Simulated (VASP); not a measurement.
# Nb7P8 (a cell with a defect) in VASP: a series of runs

Runs on Nb7P8 (a cell with a defect). Level: PBEsol. Tasks: single point.

Everything below comes from runs of VASP 6.6.1. Logs are shortened: lines on timing, memory, paths and dates and some standing lists are left out, and cuts for length are marked.

### 1 Starting point

The cell holds a defect, 15 atoms: a = 6.681 Å, b = 6.681 Å, c = 6.185 Å, α = 74.33°, β = 74.33°, γ = 90.00°.

### 2 Single point, PBEsol

INCAR

```
SYSTEM = Nb7P8
ALGO     = Fast           ! electronic algorithm
EDIFF    = 1E-6           ! SCF threshold, eV
ENCUT    = 520            ! plane-wave cutoff, eV
GGA      = PS             ! functional
ISIF     = 2              ! what is computed and relaxed
ISMEAR   = 0              ! smearing method
LASPH    = .TRUE.         ! aspherical terms in the spheres
LCHARG   = .FALSE.        ! write CHGCAR
LREAL    = Auto         
LWAVE    = .FALSE.        ! write WAVECAR
NBANDS   = 78             ! bands
NELM     = 100            ! most SCF steps
PREC     = Accurate       ! precision mode
SIGMA    = 0.1            ! smearing width, eV
```

KPOINTS

```
k-points
0
G
  2 2 3
  0 0 0
```

POSCAR

```
Nb7P8
1.0
    0.0000000000      6.6807580000     -0.0000002900
    6.6807580000      0.0000000000     -0.0000002900
    1.6701892500      1.6701892500     -5.7163181500
Nb P
7 8
Direct
    0.3574944750      0.1168259760      0.5283257130
   -0.0108388726     -0.0156503027      0.0352013311
    0.3930948501      0.6319812160      0.5064147283
    0.5011658780     -0.0023861141      0.0331968673
    0.8820567970      0.1306401165      0.5363152690
    0.4863967064      0.4901718768      0.0072742132
    0.8484631780      0.6102830194      0.5158935349
    0.1976001847      0.2301089209      0.1175357736
    0.1590753569      0.4266960370      0.3752413308
    0.2875620900      0.7881618722     -0.1411137888
    0.1413863546      0.8789920275      0.3936374157
    0.8153189766      0.2972638397     -0.1097682645
    0.5640919091      0.3228329082      0.6707673790
    0.7164305325      0.6663772301      0.1577408002
    0.6679346488      0.9373560228      0.3786434690
```

Potentials or basis: VASP PAW PBE potentials, release 64 (Nb_sv, P).

Started as:

```sh
cat potpaw_PBE.64/Nb_sv/POTCAR potpaw_PBE.64/P/POTCAR > POTCAR
mpirun -np 1 vasp_std > vasp.out
```

OUTCAR:

```text
SYSTEM = Nb7P8
   EDIFF = 1E-6
   ENCUT = 520
   GGA = PS
   ISIF = 2
   ISMEAR = 0
   LASPH = .TRUE.
   LREAL = Auto
   NELM = 100
   PREC = Accurate

 ion  position               nearest neighbor table
   1  0.357  0.117  0.528-  13 2.43  15 2.48  10 2.51   9 2.56  11 2.58   8 2.93
   2  0.989  0.984  0.035-   8 2.39  12 2.46  15 2.53  10 2.55  14 2.61  11 2.61
   3  0.393  0.632  0.506-  11 2.46  13 2.47   9 2.50  15 2.55  14 2.57  10 2.60
   4  0.501  0.998  0.033-   8 2.58  13 2.60  15 2.61  10 2.61  12 2.69  14 2.69  11 2.74
   5  0.882  0.131  0.536-  15 2.47   9 2.50  13 2.54  11 2.57  12 2.65   8 2.78
   6  0.486  0.490  0.007-   8 2.42  14 2.44  10 2.50  13 2.55  12 2.58   9 2.63
   7  0.848  0.610  0.516-  11 2.47   9 2.48  13 2.50  14 2.54  15 2.55  12 2.63
   8  0.198  0.230  0.118-   9 2.29   2 2.39   6 2.42  11 2.46   4 2.58   5 2.78   1 2.93
   9  0.159  0.427  0.375-   8 2.29   7 2.48   3 2.50   5 2.50   1 2.56   6 2.63
  10  0.288  0.788  0.859-   6 2.50   1 2.51   2 2.55   3 2.60   4 2.61
  11  0.141  0.879  0.394-   3 2.46   8 2.46   7 2.47   5 2.57   1 2.58   2 2.61   4 2.74
  12  0.815  0.297  0.890-  13 2.41   2 2.46   6 2.58   7 2.63   5 2.65   4 2.69
  13  0.564  0.323  0.671-  12 2.41   1 2.43   3 2.47   7 2.50   5 2.54   6 2.55   4 2.60
  14  0.716  0.666  0.158-   6 2.44  15 2.52   7 2.54   3 2.57   2 2.61   4 2.69
  15  0.668  0.937  0.379-   5 2.47   1 2.48  14 2.52   2 2.53   7 2.55   3 2.55   4 2.61

  LATTYP: Found a base centered monoclinic cell.
 ALAT       =     9.4480185705
 B/A-ratio  =     1.0000000000
 C/A-ratio  =     0.6546443047
 COS(beta)  =    -0.3818867711

  Lattice vectors:

 A1 = (   0.0000000000,  -6.6807580000,   0.0000002900)
 A2 = (  -6.6807580000,   0.0000000000,   0.0000002900)
 A3 = (   1.6701892500,   1.6701892500,  -5.7163181500)

Analysis of symmetry for initial positions (statically):
=====================================================================
 Subroutine PRICEL returns:
 Original cell was already a primitive cell.

 Routine SETGRP: Setting up the symmetry group for a
 base centered monoclinic supercell.

 Subroutine GETGRP returns: Found  1 space group operations
 (whereof  1 operations were pure point group operations)
 out of a pool of  4 trial point group operations.

The static configuration has the point symmetry C_1 .

Analysis of symmetry for dynamics (positions and initial velocities):
=====================================================================
 Subroutine PRICEL returns:
 Original cell was already a primitive cell.

 Routine SETGRP: Setting up the symmetry group for a
[... 136 lines left out ...]
  volume/ion in A,a.u.               =      17.01       114.78
  Fermi-wavevector in a.u.,A,eV,Ry     =   1.310919  2.477278 23.381742  1.718510
  Thomas-Fermi vector in A             =   2.441417
   LORBIT       =      0    0 simple, 1 ext, 2 COOP (PROOUT), +10 PAW based schemes
   GGA     = PS    functional components
   LHFCALC =     F    Hartree Fock is set to
   AEXX    =    0.0000 exact exchange contribution
   IVDW    =     0    specifies the selected vdW correction
   LEPSILON=     F    determine dielectric tensor
   LRPA    =     F    only Hartree local field effects (RPA)
 non-spin polarized calculation
 RMM-DIIS sequential band-by-band and
 Gauss-broadening in eV      SIGMA  =   0.10
  energy-cutoff  :      520.00
  volume of cell :      255.13
 maximum number of plane-waves:      6929
 NGX is ok and might be reduce to    50
   NGX = 25   NGY = 25   NGZ = 23

 number of electron     131.0000000 magnetization

 Free energy of the ion-electron system (eV)
  ---------------------------------------------------
  ext. energy  EPLUGINS =         0.00000000
  ---------------------------------------------------
  free energy    TOTEN  =      -132.02131503 eV

  energy without entropy =     -131.97286575  energy(sigma->0) =     -131.99709039

 E-fermi :   9.8379     XC(G=0): -11.6132

 val. band max:        9.7983756758   @ k =   0.5000   0.5000   0.0000
 cond. band min:       9.8421687214   @ k =   0.5000   0.0000   0.0000
 fundamental gap:      0.0437930457
 Fermi energy:         9.8379333366

 k-point     1 :       0.0000    0.0000    0.0000
  band No.  band energies     occupation
      1     -45.3078      2.00000
      2     -45.1888      2.00000
      3     -45.1371      2.00000
      4     -45.0746      2.00000
      5     -45.0363      2.00000
      6     -45.0035      2.00000
[... 629 lines left out ...]
     76      12.0188      0.00000
     77      12.2564      0.00000
 [bands above 77 left out]

------------------------ aborting loop because EDIFF is reached ----------------------------------------

  FORCE on cell =-STRESS in cart. coord.  units (eV):
  Direction    XX          YY          ZZ          XY          YZ          ZX
  --------------------------------------------------------------------------------------
  -------------------------------------------------------------------------------------
  Total       -3.4369797     -4.4359920     -7.6246757      2.4750229     -2.2236766      0.9405373
  in kB      -21.5833917    -27.8569442    -47.8810975     15.5425384    -13.9641448      5.9063440
  external PRESSURE =     -32.4404778 kB  Pullay stress =       0.0000000 kB

 VOLUME and BASIS-vectors are now :
 -----------------------------------------------------------------------------
  energy-cutoff  :      520.00
  volume of cell :      255.13
      direct lattice vectors                 reciprocal lattice vectors
     0.000000000  6.680758000 -0.000000290     0.000000002  0.149683616  0.043734439
     6.680758000  0.000000000 -0.000000290     0.149683616  0.000000002  0.043734439
     1.670189250  1.670189250 -5.716318150    -0.000000008 -0.000000008 -0.174937783

 POSITION                                       TOTAL-FORCE (eV/Angst)
 -----------------------------------------------------------------------------------
      1.66289      3.27074     -3.02008        -0.000402     -0.007561      0.001746
      6.63499      6.66714     -0.20122        -0.001468     -0.005770     -0.005191
      5.06792      3.47198     -2.89483        -0.001099      0.011850     -0.000771
      6.72026      3.40361     -0.18976         0.004893      0.004561      0.005602
      1.76852      6.78856     -3.06575        -0.000860      0.007707     -0.009369
      3.28687      3.26165     -0.04158        -0.003249     -0.005441      0.004907
      4.93879      6.53002     -2.94901        -0.003395     -0.006662     -0.004511
      1.73361      1.51643     -0.67187         0.005812      0.003090     -0.011618
      3.47738      1.68947     -2.14500        -0.017409      0.006640      0.003252
      6.70002      3.35564     -4.90967         0.008472     -0.000293      0.002005
      6.52978      1.60202     -2.25016         0.011575      0.007027      0.005849
      3.47280      6.93380     -5.08885        -0.002776     -0.018042      0.012231
      3.27708      4.88887     -3.83432        -0.001173      0.007067     -0.006066
      4.71536      5.04976     -0.90170         0.008442      0.002762     -0.006206
      6.89465      5.09472     -2.16445        -0.007363     -0.006936      0.008140
 -----------------------------------------------------------------------------------
    total drift:                               -0.004034      0.001331     -0.005417

  FREE ENERGIE OF THE ION-ELECTRON SYSTEM (eV)
  ---------------------------------------------------
  free  energy   TOTEN  =      -132.0213150270 eV

  energy  without entropy=     -131.9728657498  energy(sigma->0) =     -131.99709039
```

It took 24 min on 1 thread of Intel Xeon Platinum 8375C at 2.90GHz (Ice Lake), shared host; peak memory 0.4 GiB.

What came out:

| Property | Result |
| --- | --- |
| Free energy | -132.0213 eV |
| Pressure | -3.2 GPa |
| Largest force | 0.022 eV/Å |
| Band gap on the k mesh | none (metal or under the smearing width) |

Forces in eV/Å, atoms in the order of the input:
```
Nb   0.000 -0.008  0.002
Nb  -0.001 -0.006 -0.005
Nb  -0.001  0.012 -0.001
Nb   0.005  0.005  0.006
Nb  -0.001  0.008 -0.009
Nb  -0.003 -0.005  0.005
Nb  -0.003 -0.007 -0.005
P    0.006  0.003 -0.012
P   -0.017  0.007  0.003
P    0.008  0.000  0.002
P    0.012  0.007  0.006
P   -0.003 -0.018  0.012
P   -0.001  0.007 -0.006
P    0.008  0.003 -0.006
P   -0.007 -0.007  0.008
```

Levels at points of the mesh, in eV from the Fermi level:
| k point | band 61 | band 62 | band 63 | band 64 | band 65 | band 66 | band 67 | band 68 | band 69 | band 70 |
| --- | --- | --- | --- | --- | --- | --- | --- | --- | --- | --- |
| (0.00, 0.00, 0.00) | -1.17 | -0.97 | -0.30 | -0.20 | -0.06 | 0.19 | 0.37 | 0.42 | 0.76 | 0.88 |
| (0.50, 0.00, 0.00) | -1.15 | -1.00 | -0.70 | -0.49 | -0.30 | -0.06 | 0.00 | 0.15 | 0.53 | 0.84 |
| (0.00, 0.50, 0.00) | -1.18 | -0.82 | -0.60 | -0.38 | -0.06 | 0.14 | 0.17 | 0.53 | 0.61 | 0.86 |
| (0.50, 0.50, 0.00) | -1.16 | -0.94 | -0.86 | -0.72 | -0.63 | -0.15 | -0.04 | 0.29 | 0.39 | 0.59 |

Caveat: the k mesh is coarse (spacing up to 0.49 Å⁻¹), so the values aren't converged; the PAW data sets were made with another functional, which shifts forces and pressure a little.

### 3 Single point, PBEsol

INCAR

```
  PREC = Accurate
  ENCUT = 520
  EDIFF = 1E-7
  ISMEAR = 0
  SIGMA = 0.1
  LREAL = Auto
  LASPH = T
  NELM = 100
  ALGO = Fast
  ISIF = 2
  LWAVE = F
  LCHARG = F
  GGA = PS
  NBANDS = 78
```

KPOINTS

```
regular mesh
0
Gamma
  2 2 3
```

POSCAR

```
Nb7P8
1.0
    0.0000000000      6.6807580000     -0.0000002900
    6.6807580000      0.0000000000     -0.0000002900
    1.6701892500      1.6701892500     -5.7163181500
Nb P
7 8
Direct
    0.3951089688      0.1451427225      0.4087522391
    0.0224018293      0.5237615552     -0.0871321619
    0.3916849889      0.6534877664      0.4121337608
    0.5224493216      0.0212247599     -0.0824508268
    0.9001985268      0.1562780016      0.4037252009
    0.5235190753      0.5214350304     -0.0875189746
    0.9027484447      0.6432951013      0.4073341425
    0.2328596571      0.2287726957      0.0733204232
    0.1049892910      0.3553953078      0.5885069337
    0.2355375187      0.7328373760      0.0751770122
    0.0959814166      0.8549420016      0.5829647050
    0.7292886691      0.2278624836      0.0769295394
    0.6016794406      0.3523732990      0.5760690075
    0.7269782478      0.7305197621      0.0807520794
    0.6152551367      0.8620917980      0.5732460100
```

Potentials or basis: VASP PAW PBE potentials, release 64 (Nb_sv, P).

Started as:

```sh
cat potpaw_PBE.64/Nb_sv/POTCAR potpaw_PBE.64/P/POTCAR > POTCAR
mpirun -np 1 vasp_std > vasp.out
```

Run time: 28 min. Hardware: 1 thread of Intel Xeon Platinum 8375C at 2.90GHz (Ice Lake), shared host; peak memory 0.4 GiB.

It converged, with:

```
Free energy            : -135.4461 eV
Pressure               : -5.5 GPa
Largest force          : 0.009 eV/Å
Band gap on the k mesh : none (metal or under the smearing width)
```

Forces on the atoms (eV/Å):
```
Nb  -0.002  0.000  0.003
Nb  -0.002  0.000  0.002
Nb   0.004 -0.002 -0.004
Nb   0.002 -0.002  0.002
Nb   0.004  0.002  0.003
Nb  -0.003 -0.003  0.000
Nb  -0.003  0.006 -0.003
P    0.005 -0.002 -0.007
P    0.004 -0.002  0.008
P   -0.004 -0.004 -0.001
P   -0.004  0.003  0.004
P    0.004  0.001 -0.003
P   -0.002  0.000 -0.002
P   -0.003  0.002 -0.002
P    0.000  0.001  0.000
```

Stress tensor (GPa, compression positive):
```
-5.83  0.33 -0.34
 0.33 -5.67 -0.06
-0.34 -0.06 -5.03
```

Levels at points of the mesh, in eV from the Fermi level:
```
           k point  band 62  band 63  band 64  band 65  band 66  band 67  band 68  band 69
(0.00, 0.00, 0.00)    -0.90    -0.67    -0.51    -0.15     0.05     0.22     0.70     0.89
(0.50, 0.00, 0.00)    -0.68    -0.63    -0.59    -0.47     0.02     0.54     0.71     0.74
(0.00, 0.50, 0.00)    -0.89    -0.50    -0.36    -0.21    -0.15    -0.02     0.44     0.56
(0.50, 0.50, 0.00)    -0.61    -0.54    -0.51    -0.12    -0.02     0.26     0.39     0.75
```

Caveat: the k mesh is coarse (spacing up to 0.49 Å⁻¹), so the values aren't converged; the PAW data sets were made with another functional, which shifts forces and pressure a little.
